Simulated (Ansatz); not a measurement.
**Ionic part of the dielectric constant of BN, mode by mode**

Method: DFT PBE+D3(BJ), scalar-relativistic, plane waves, PAW (Ansatz 0.2.0). Plane waves to 420 eV; Γ-centred k mesh 12×12×12; fixed occupations. No spin polarisation. Phonons by linear response, acoustic sum rule imposed.

The structure is trigonal, space group R3m (No. 160). Conventional cell: a = 2.506 Å, b = 2.506 Å, c = 9.882 Å, α = 90.00°, β = 90.00°, γ = 120.00°. B (site symmetry 3m) is surrounded by 3 N at 1.45 Å. N (site symmetry 3m) is surrounded by 3 B at 1.45 Å.

The primitive cell has V = 17.92 Å³ and ε∞,zz = 2.684. Each polar mode adds Δε = (4.92064×10⁷/V)·S/ν² along z, with S its oscillator strength in e²/amu, ν in cm⁻¹ and V in Å³.

Task: From these modes, find each Δε and ε0,zz.
```json
{"ν (cm⁻¹)": "747.9", "S_zz (e²/amu)": "0.08312"}
```

Result:
| ν (cm⁻¹) | Δε |
| --- | --- |
| 747.9 | 0.41 |

The sum is 0.408, so ε0,zz = 3.09; the run's tensor has 3.09.

Task: Where do the longitudinal modes lie for a wave vector along z?

Result: At 803 cm⁻¹. The Lyddane–Sachs–Teller product Π(ν_LO/ν_TO)² = 1.15 matches ε0/ε∞ = 1.15.

This form isn't the usual stable structure of the compound.

Cost: 1 run of about 0.82 core-minutes, on Arm Neoverse V2 (shared hosts).